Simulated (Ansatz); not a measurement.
HCN on the (111) surface of Ir, space group Fm-3m (No. 225) (top face towards +c; held atoms: 1, 2, 3, 4), one molecule per 25.5 Å². Starting structure (random tilt, lowest atom N over a bridge Ir-Ir site; the molecule's atoms stand last):

```xyz
15
Lattice="5.4313 0.0000 0.0000 -2.7157 4.7037 0.0000 0.0000 0.0000 24.2398" Properties=species:S:1:pos:R:3 pbc="T T T"
Ir    1.3578    0.7839    8.0000
Ir    0.0000    3.1358    8.0000
Ir    4.0735    0.7839    8.0000
Ir    2.7157    3.1358    8.0000
Ir    2.7157    1.5679   10.1741
Ir    1.3578    3.9197   10.1741
Ir    0.0000    1.5679   10.1741
Ir   -1.3578    3.9197   10.1741
Ir   -1.3578    2.3518   12.3481
Ir    0.0000    0.0000   12.3481
Ir    1.3578    2.3518   12.3481
Ir    2.7157    0.0000   12.3481
C     0.6374    2.1425   15.5509
N     0.0000    2.3518   14.6081
H     1.2206    1.9510   16.4132
```

Theory: DFT PBE+D3(BJ), scalar-relativistic, plane waves, PAW (Ansatz). Plane waves to 420 eV, a k mesh through Γ of 4×4×1 on the computed 15-atom cell and Gaussian smearing (0.10 eV); no spin polarisation. The cell repeats along c with a dipole correction in the vacuum.

E_ads is per molecule, from the clean relaxed slab and the free relaxed molecule; negative means bound; no zero-point or thermal terms, forces under 0.04 eV/Å, and the free molecule is spin-polarised where open-shell. Heights count from the highest slab atom.

Q: What does it relax to?

A: E_ads = -0.36 eV; the molecule stays whole. Final structure after 13 steps:

```yaml
crystal:
  lattice:
    - [5.43132, 0.00000, 0.00000]
    - [-2.71566, 4.70366, 0.00000]
    - [0.00000, 0.00000, 24.23975]
  atoms:
    - { symbol: Ir, position: [0.33333, 0.16667, 0.33004] }
    - { symbol: Ir, position: [0.33333, 0.66667, 0.33004] }
    - { symbol: Ir, position: [0.83333, 0.16667, 0.33004] }
    - { symbol: Ir, position: [0.83333, 0.66667, 0.33004] }
    - { symbol: Ir, position: [0.66684, 0.33329, 0.41972] }
    - { symbol: Ir, position: [0.66663, 0.83325, 0.41978] }
    - { symbol: Ir, position: [0.16650, 0.33307, 0.41965] }
    - { symbol: Ir, position: [0.16659, 0.83304, 0.41972] }
    - { symbol: Ir, position: [0.99964, 0.49961, 0.50956] }
    - { symbol: Ir, position: [0.99981, 0.99946, 0.50941] }
    - { symbol: Ir, position: [0.50022, 0.49980, 0.50932] }
    - { symbol: Ir, position: [0.49992, 0.99946, 0.50954] }
    - { symbol: C, position: [0.28358, 0.44092, 0.64861] }
    - { symbol: N, position: [0.07279, 0.44578, 0.64979] }
    - { symbol: H, position: [0.48003, 0.43621, 0.64782] }
```

Each end is the local minimum that its start leads to.